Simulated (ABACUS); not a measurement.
The system is BN.

```
CELL_PARAMETERS angstrom
1.25112 0.72234 3.37293
-1.25112 0.72234 3.37293
0.00000 -1.44467 3.37293
ATOMIC_POSITIONS crystal
N 0.66724 0.66724 0.66724
B 0.00033 0.00033 0.00033
```

The cell is a database's computed one.

Program: ABACUS 3.10.1. Alike in all runs: task single point; no spin polarisation; cell as given; smearing fermi-dirac 0.05 eV.

Question: Order these runs on this cell by their pressure, lowest first.
A. level OLYP; potentials or basis SG15 ONCV 1.2 PBE, plane waves; k mesh 10 × 10 × 10; cutoff (eV) 1143; SCF threshold on the density 1e-08; eigensolver dav
B. level BLYP; potentials or basis Ansatz NC PBE, DZP LCAO (the cutoffs set its grid); k mesh 11 × 11 × 11; cutoff (eV) 1361; SCF threshold on the density 1e-07; eigensolver genelpa
C. level PBEsol; potentials or basis PseudoDojo NC SR 0.5 PBE standard, DZP LCAO (the cutoffs set its grid); k mesh 11 × 11 × 11; cutoff (eV) 1361; SCF threshold on the density 1e-07; eigensolver genelpa

Answer: A (-0.8 GPa), C (3.3 GPa), B (10.8 GPa).

Caveats: the potentials were made for another functional, which shifts forces and pressure; the atomic orbitals were generated for these runs and aren't a published set (some runs); the basis of atomic orbitals isn't converged, which shifts pressures, moduli and gaps (some runs).

Runs at the PBE level aren't shown here.
